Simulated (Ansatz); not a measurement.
## Random displacements in WSe$_{2}$

Method: DFT PBEsol, scalar-relativistic, plane waves, PAW (Ansatz). Settings: plane waves to 420 eV, k-mesh 12×12×2 (Γ-centred), Gaussian smearing 0.05 eV. Spin–orbit coupling is left out, which can shift energies with elements as heavy as these. No spin polarisation. Energies are free energies at this smearing, counted from the undisturbed cell; pressure is positive in compression.

Reference structure (as given, not relaxed at this level; this form isn't the usual structure):

```xyz
3
Lattice="3.3179 0.0000 0.0000 -1.6590 2.8734 0.0000 0.0000 0.0000 16.6581" Properties=species:S:1:pos:R:3 pbc="T T T"
W    -1.6590    2.8734    0.0000
Se    0.0000    1.9156    1.6623
Se    0.0000    1.9156   14.9959
```

The cell holds layers and no dispersion correction was added, so their binding is poorly described.

The atoms are displaced (Å, in the unstrained cell):

```tsv
atom	ux	uy	uz
W1	-0.026	-0.243	0.207
Se2	0.014	0.239	-0.411
Se3	0.011	0.004	0.204
```

Strain (Voigt, engineering shear): (-0.0249, 0.0140, -0.0454, -0.0374, -0.0595, -0.0222).

**Question.** What are the energy change, the stress and the forces?

**Answer.** ΔE = 2916.9 meV/atom; stress (xx, yy, zz, yz, xz, xy; compression positive) (53.62, 6.84, 30.61, -4.11, 4.06, 0.01) GPa.
| atom | Fx (eV/Å) | Fy | Fz |
| --- | --- | --- | --- |
| W1 | 0.29 | 12.12 | -13.27 |
| Se2 | 1.89 | -8.88 | 19.24 |
| Se3 | -2.17 | -3.23 | -5.97 |

Cost: 1 run of about 0.8 core-minutes, on Arm Neoverse V2 (shared hosts).